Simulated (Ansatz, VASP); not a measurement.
# KI in VASP and in Ansatz

```xyz
2
Lattice="4.2911 0.0000 0.0000 0.0000 4.2911 0.0000 0.0000 0.0000 4.2911" Properties=species:S:1:pos:R:3 pbc="T T T"
K     0.0000    0.0000    0.0000
I     2.1455    2.1455    2.1455
```

Alike in both runs: task single point; functional r2SCAN; k mesh 6 × 6 × 6; no spin polarisation.

|  | VASP | Ansatz |
| --- | --- | --- |
| version | VASP 6.6.1 | Ansatz 0.2.0 |
| potentials or method | VASP PAW PBE potentials, release 64 (K_sv, I) | plane waves, PAW |
| plane-wave cutoff (eV) | 520 | 500 |
| occupations | gaussian, width 0.01 eV | fixed |
| valence electrons in the cell | 16 | 26 |

```csv
,VASP,Ansatz,Ansatz less VASP
gap on the k mesh at the Fermi level (eV),4.04,4.04,+0.002
pressure (GPa),0.0,0.0,0.00
```

The two sets of potentials don't hold the same shells in valence.

Caveats: the PAW data sets were made with another functional, which shifts forces and pressure a little (VASP); spin-orbit coupling is left out, which moves the levels of the heavy elements. A k mesh can miss the band edges.
